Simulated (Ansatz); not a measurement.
## Ideal shear of a crystal plane in C

All numbers below come from DFT PBE, scalar-relativistic, plane waves, PAW (Ansatz). The runs took a 420 eV cutoff, a Γ-centred 10×10×2 mesh and Gaussian smearing (0.05 eV). No spin polarisation. Energies are free energies at this smearing, counted from the undisturbed cell; pressure is positive in compression.

Zero of the scan (as given, not relaxed at this level; it stands at 1.7 GPa):

```
C
1.0
     1.78340   -1.78340    0.00000
     1.78340    0.00000   -1.78340
     7.13360    7.13360    7.13360
C
12
Cartesian
  4.3101 0.7433 0.7433
  0.7433 0.7433 0.7433
  4.3101 2.5267 2.5267
  7.8769 4.3101 4.3101
  4.3101 4.3101 4.3101
  7.8769 6.0935 6.0935
  5.2018 1.6350 1.6350
  1.6350 1.6350 1.6350
  5.2018 3.4184 3.4184
  8.7686 5.2018 5.2018
  5.2018 5.2018 5.2018
  1.6350 -0.1484 -0.1484
```

The cut lies on the cell's a–b face, a (1 1 1) plane (indices in the standard cell, whose axes needn't be the Cartesian ones shown) of area 5.51 Å², between layers 1.54 Å apart. Vector c is tilted by f times 1·a + 0·b (length 2.522 Å) with the atoms' Cartesian places fixed: one unrelaxed fault a cell. The traction is dγ/du, the slope of γ against the slip u in Å. Some rows repeat others by symmetry and weren't run.

```
     f  γ (mJ/m²) traction (GPa)
0.0000          0             0.0
0.1000        758            59.9
0.2000       2974           114.2
0.3000       6361           149.5
0.4000      10042           122.7
0.5000      11643             0.0
0.6000      10042          -122.7
0.7000       6361          -149.5
0.8000       2974          -114.2
0.9000        758           -59.9
```

Question: Read off the first barrier and the stress needed to climb it, and compare with Frenkel's sinusoid.

Answer: The first sampled maximum lies at f = 0.500, a slip of 1.26 Å, with γ ≈ 11643 mJ/m², which stands in for the unstable fault energy γ_us, and the steepest sampled slope before it is 149.5 GPa. A sinusoid γ = γ_us sin²(πu/λ) with its maximum there has λ = 2.52 Å and a largest slope πγ_us/λ = 145.0 GPa (1 mJ/m² per Å = 0.01 GPa). The stand-in is too high: the stress and forces give a traction of 48.7 GPa across the line at this point, so it is no saddle, and slip that bends off the line crosses lower.

Question: Is there a metastable fault on this line?

Answer: Apart from points where γ returns to about zero, no local minimum shows among the samples, so at this sampling the line offers no fault for a dislocation to split on; a fault can still lie off the line.

The cut is rigid; relaxing the faces lowers these energies and usually the stresses. The start isn't at rest at this level: it stands under 1.7 GPa with forces up to 0.00 eV/Å, so these aren't the figures of the relaxed crystal.

The gap closes along the scan, which can put kinks into the curve.